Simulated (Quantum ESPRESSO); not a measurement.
NaH under changes of volume

One of the cells (14.527 Å³/atom); the others are scaled copies at fixed shape and fractional positions:

```xyz
2
Lattice="0.0000 2.4400 2.4400 2.4400 0.0000 2.4400 2.4400 2.4400 0.0000" Properties=species:S:1:pos:R:3 pbc="T T T"
Na    0.0000    0.0000    0.0000
H     2.4400    2.4400    2.4400
```

```yaml
Program: Quantum ESPRESSO 7.5
Functional: PBEsol
Potentials_or_basis: GBRV 1.5 PBEsol
Cutoff: 612 eV
Density_cutoff: 4898 eV
k_mesh: 9 × 9 × 9
Occupations: fermi-dirac, width 0.05 eV
Spin: no spin polarisation
```

```csv
volume (Å³/atom),energy over the lowest point (meV/atom),pressure (GPa),gap on the mesh (eV)
13.655,0.01,0.2,3.93
13.946,0.00,-0.3,3.89
14.236,0.86,-0.7,3.86
14.527,2.51,-1.2,3.82
14.817,4.87,-1.5,3.79
15.108,7.88,-1.9,3.75
15.398,?,?,?
```

**Question.** What does the run at 15.398 Å³/atom give?

**Answer.** Energy over the lowest point 11.48 meV/atom; pressure -2.2 GPa; gap on the mesh 3.72 eV.

Worked out: A Birch-Murnaghan fit of order 3 (a polynomial in V^(-2/3)) to the other rows has its minimum at 13.80 Å³/atom with B0 = V·E''(V) = 24 GPa and B' = 3.8. It gives 11.46 meV/atom at 15.398 Å³/atom, against the run's 11.48, and -dE/dV = -2.1 GPa, against -2.2. A straight line through the other rows of the gap, of slope -1.75 eV per unit of ln V, extrapolates to 3.72 eV, against the run's 3.72.

Energies are extrapolated to zero smearing.

Caveats: an odd mesh through Γ misses points on the zone boundary, where band edges often lie.
